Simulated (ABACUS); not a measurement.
Crystal: AlN.

```xyz
4
Lattice="3.1130 0.0000 0.0000 -1.5565 2.6959 0.0000 0.0000 0.0000 4.9810" Properties=species:S:1:pos:R:3 pbc="T T T"
Al    1.5565    0.8986    2.4905
Al    0.0000    1.7973    0.0000
N     1.5565    0.8986    4.3833
N     0.0000    1.7973    1.8928
```

Base run:

| Property | Result |
| --- | --- |
| Program | ABACUS 3.10.1 |
| Functional | LDA |
| Potentials or basis | PseudoDojo NC SR 0.4.1 PBE standard |
| Cutoff | 1361 eV |
| Density cutoff | 5442 eV |
| Basis | DZP LCAO (the cutoffs set its grid) |
| k mesh | 10 × 10 × 6 |
| Occupations | fermi-dirac, width 0.05 eV |
| Spin | no spin polarisation |

Its results: band gap on the k mesh 4.50 eV, direct; pressure 2.2 GPa; largest force 0.134 eV/Å.

The run is repeated on the same cell with these changes: functional from LDA to SOGGA. What comes out?

Band gap on the k mesh 4.41 eV, direct; pressure 1.5 GPa; largest force 0.132 eV/Å.

Caveats: the atomic orbitals were generated for these runs and aren't a published set; the potentials were made for another functional, which shifts forces and pressure; the basis of atomic orbitals isn't converged, which shifts pressures, moduli and gaps.

A k mesh can miss the band edges.

Not every run made on this cell is shown here.
